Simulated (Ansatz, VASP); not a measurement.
**NaF (Villiaumite) in VASP and in Ansatz**

INCAR

```
PREC = Accurate ; ENCUT = 520
EDIFF = 1E-7 ; ISMEAR = 0
SIGMA = 0.01 ; LREAL = F
LASPH = T ; NELM = 60
ALGO = Normal ; ISIF = 2
LWAVE = F ; LCHARG = F
NBANDS = 14
```

Contents of KPOINTS:

```
Automatic mesh
0
Gamma
  10 10 10
```

The input POSCAR:

```
NaF
1.0
    0.0000000000      2.2517812203      2.2405223142
    2.2517812203      0.0000000000      2.2405223142
    2.2517812203      2.2517812203      0.0000000000
Na F
1 1
Direct
    0.0000000000      0.0000000000      0.0000000000
    0.5000000000      0.5000000000      0.5000000000
```

Input for Ansatz:

```yaml
crystal:
  lattice:
    - [0.0, 2.25178122026, 2.24052231416]
    - [2.25178122026, 0.0, 2.24052231416]
    - [2.25178122026, 2.25178122026, 0.0]
  atoms:
    - { symbol: Na, position: [0.0, 0.0, 0.0] }
    - { symbol: F, position: [0.5, 0.5, 0.5] }
kpoints:
  mp_grid: { grid: [10, 10, 10] }
scf:
  occupations: { method: fixed }
  convergence: { dr2_threshold: 1.0e-10 }
hamiltonian:
  xc: lda
  pseudopotentials: { kind: all_electron, lapw: { basis_error: 0.0005 } }
output:
  forces: true
  stress: true
  eigenstates:
    kpoints:
      - [0.0, 0.0, 0.0]
      - [-0.5, 0.0, -0.5]
      - [0.0, -0.5, -0.5]
      - [-0.5, -0.5, 0.0]
      - [-0.5, 0.0, 0.0]
      - [0.0, -0.5, 0.0]
      - [0.0, 0.0, -0.5]
      - [-0.5, -0.5, -0.5]
  eigenvalues: true
```

Change from the starting cell: z stretched by -0.5 %, x and y held.

Alike in both runs: task single point; functional LDA; k mesh 10 × 10 × 10; no spin polarisation.

|  | VASP | Ansatz |
| --- | --- | --- |
| version | VASP 6.6.1 | Ansatz 0.2.0 |
| potentials or method | VASP PAW LDA potentials, release 64 (Na_pv, F) | all-electron LAPW, scalar-relativistic |
| plane-wave cutoff (eV) | 520 | see its input |
| occupations | gaussian, width 0.01 eV | fixed |

|  | VASP | Ansatz | Ansatz less VASP |
| --- | --- | --- | --- |
| gap on the k mesh at the Fermi level (eV) | 6.46 | 6.47 | +0.010 |
| pressure (GPa) | 0.3 | 0.3 | +0.04 |
| largest component of the traceless stress (GPa) | 0.39 | 0.38 | -0.011 |

Ansatz ran all-electron here, so the differences hold the error of VASP's frozen core and of both bases.

A k mesh can miss the band edges.
